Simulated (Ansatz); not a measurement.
Input and steps of a relaxation of cell and atoms on MoTe2 built on the CdI2 prototype (the PAW code Ansatz, r2SCAN+rVV10). The starting cell comes from a relaxation with PBE-D3(BJ).

```yaml
crystal:
  lattice:
    - [3.457457193, 0.0, 0.0]
    - [-1.7287285965, 2.9942457616, 0.0]
    - [0.0, 0.0, 7.0725606056]
  atoms:
    - { symbol: Mo, position: [0.0, 0.0, 0.0] }
    - { symbol: Te, position: [0.3333333333, 0.6666666667, 0.2636984627] }
    - { symbol: Te, position: [0.6666666667, 0.3333333333, 0.7363015373] }
kpoints:
  mp_grid: { grid: [12, 12, 4] }
hamiltonian:
  xc: r2scan
  dispersion: rvv10
scf:
  occupations: { method: fermi_dirac, width: 0.02 }
relax:
  f_tol: 0.005
  cell: {}
output:
  write_density: true
  write_potential: true
  elf: true
  volumetric_format: npy
```

The trajectory has 6 recorded frames, each with fractional positions and then forces in eV/Å along x, y and z. The last, and any step after a large change of cell, is solved on a basis re-selected at its cell; pressure is positive in compression.

Step 1: energy 0.0 meV/atom from step 1, largest force component 0.269 eV/Å, pressure +1.74 GPa; a = 3.457 Å, b = 3.457 Å, c = 7.073 Å, α = 90.00°, β = 90.00°, γ = 120.00°
```
Mo 0.0000 0.0000 0.0000     0.000   0.000   0.000
Te 0.3333 0.6667 0.2637     0.000   0.000  -0.269
Te 0.6667 0.3333 0.7363     0.000   0.000   0.269
```

Step 2 (rejected): energy +22.4 meV/atom from step 1, largest force component 0.775 eV/Å, pressure +0.62 GPa; a = 3.622 Å, b = 3.622 Å, c = 7.296 Å, α = 90.00°, β = 90.00°, γ = 120.00°
```
Mo 0.0000 0.0000 0.0000     0.000   0.000   0.000
Te 0.3333 0.6667 0.2365     0.000   0.000   0.775
Te 0.6667 0.3333 0.7635     0.000   0.000  -0.775
```

Question: Estimate where the relaxation ends.

Answer:
Step 3: energy -12.0 meV/atom from step 1, largest force component 0.095 eV/Å, pressure -0.01 GPa; a = 3.535 Å, b = 3.535 Å, c = 7.200 Å, α = 90.00°, β = 90.00°, γ = 120.00°
```
Mo 0.0000 0.0000 0.0000     0.000   0.000   0.000
Te 0.3333 0.6667 0.2521     0.000   0.000   0.095
Te 0.6667 0.3333 0.7479     0.000   0.000  -0.095
```

Step 4: energy -12.6 meV/atom from step 1, largest force component 0.036 eV/Å, pressure -0.19 GPa; a = 3.520 Å, b = 3.520 Å, c = 7.224 Å, α = 90.00°, β = 90.00°, γ = 120.00°
```
Mo 0.0000 0.0000 0.0000     0.000   0.000   0.000
Te 0.3333 0.6667 0.2535     0.000   0.000  -0.036
Te 0.6667 0.3333 0.7465     0.000   0.000   0.036
```

Step 5: energy -12.7 meV/atom from step 1, largest force component 0.001 eV/Å, pressure 0.00 GPa; a = 3.519 Å, b = 3.519 Å, c = 7.214 Å, α = 90.00°, β = 90.00°, γ = 120.00°
```
Mo 0.0000 0.0000 0.0000     0.000   0.000   0.000
Te 0.3333 0.6667 0.2534     0.000   0.000   0.001
Te 0.6667 0.3333 0.7466     0.000   0.000  -0.001
```

Step 6: energy -13.0 meV/atom from step 1, largest force component 0.001 eV/Å, pressure 0.00 GPa; a = 3.519 Å, b = 3.519 Å, c = 7.214 Å, α = 90.00°, β = 90.00°, γ = 120.00°
```
Mo 0.0000 0.0000 0.0000     0.000   0.000   0.000
Te 0.3333 0.6667 0.2534     0.000   0.000   0.001
Te 0.6667 0.3333 0.7466     0.000   0.000  -0.001
```

In 5 steps the volume changed by +5.7 %; between the first SCF and the last, each on a basis chosen for its cell, the energy fell by 13.0 meV an atom. At the end: space group P-3m1 (No. 164), trigonal; a = 3.519 Å, c = 7.214 Å in the conventional setting, 25.80 Å³ an atom. Mo has 6 Te at 2.73 Å; Te has 3 Mo at 2.73 Å.

Command: `ansatz run input.yaml --threads 2 --pin off --max-ram 2211MiB --backend cpu --events-out ev --progress --plain --runs-dir out`. Wall time 73 s on 2 threads of Arm Neoverse V1 (shared host); peak host memory 0.73 GiB.

(Calculated; spin-unpolarised; the phase may be known or hypothetical.)

Overlapping bands make a metal at that level, for which these meshes are coarse; small forces, stresses and energy differences are uncertain.
